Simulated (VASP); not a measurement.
Sn: equation of state with PBEsol

Sn:

```
Sn
1.0
     0.00000    3.23334    3.23334
     3.23334    0.00000    3.23334
     3.23334    3.23334    0.00000
Sn
2
Cartesian
  4.8500 4.8500 4.8500
  3.2333 3.2333 3.2333
```

This isn't the form of Sn at room conditions, which is tetragonal (white tin).

```yaml
Program: VASP 6.6.1
Task: equation of state
Functional: PBEsol
Potentials_or_basis: VASP PAW PBE potentials, release 64 (Sn_d)
Cutoff: 520 eV
k_mesh: 7 × 7 × 7
Occupations: fermi-dirac, width 0.05 eV
Spin: no spin polarisation
Ladder: free
Further_INCAR_settings: ALGO = Normal; EDIFF = 1e-07; NBANDS = 21
```

The equilibrium volume is 34.98 Å³/atom, the bulk modulus is 41 GPa and the pressure derivative of the bulk modulus is 5.1.

Energy against volume, from the lowest point:
```tsv
volume (Å³/atom)	energy (meV/atom)
31.775	45.66
32.451	27.18
33.127	13.92
33.803	5.29
34.479	0.82
35.155	0.00
35.831	2.43
```

All runs of the series together: 5.2 min on 1 thread of AMD EPYC 7R43 64-Core Processor (Zen 3) (shared host).

Caveat: the PAW data sets were made with another functional, which shifts forces and pressure a little. Zero-point motion and thermal expansion aren't in these numbers.
